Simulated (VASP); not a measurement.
Input of a VASP 6.6.1 run:

File INCAR:

```
SYSTEM = PtSe2
ALGO = Normal
EDIFF = 1E-7
EDIFFG = -0.002
ENCUT = 350
GGA = CA
IBRION = 2
ISIF = 3
ISMEAR = 0
LASPH = .True.
LCHARG = .False.
LREAL = .False.
LWAVE = .False.
NELM = 80
NSW = 80
PREC = Accurate
SIGMA = 0.02
```

The input KPOINTS:

```
k-points
0
Gamma
  6 6 4
  0 0 0
```

The input POSCAR:

```
PtSe2
1.0
    3.7240000000      0.0000000000      0.0000000000
   -1.8620000000      3.2250786000      0.0000000000
    0.0000000000      0.0000000000      5.0620000000
Pt Se
1 2
Direct
    0.0000000000      0.0000000000      0.0000000000
    0.3333333300      0.6666666700      0.2500000000
    0.6666666700      0.3333333300      0.7500000000
```

Potentials or basis: VASP PAW LDA potentials, release 64 (Pt, Se).

Command:

```bash
$ cat potpaw_LDA.64/Pt/POTCAR potpaw_LDA.64/Se/POTCAR > POTCAR
$ mpirun -np 1 vasp_std > vasp.out
```

Q: Estimate the relaxed cell.

A: a = 3.739 Å, b = 3.739 Å, c = 4.784 Å, α = 90.00°, β = 90.00°, γ = 120.00°.

Q: Estimate the band gap on the k mesh.

A: None (metal or under the smearing width).

Q: Estimate the space group after relaxing (to 0.05 Å).

A: P-3m1 (No. 164).

Final structure:
```xyz
3
Lattice="3.7390 0.0000 0.0000 -1.8695 3.2380 0.0000 0.0000 0.0000 4.7837" Properties=species:S:1:pos:R:3 pbc="T T T"
Pt    0.0000    0.0000    0.0000
Se    0.0000    2.1587    1.2664
Se    1.8695    1.0793    3.5174
```

The run has no spin-orbit coupling, so splittings on Pt are missing. LDA usually gives volumes a few per cent too small.
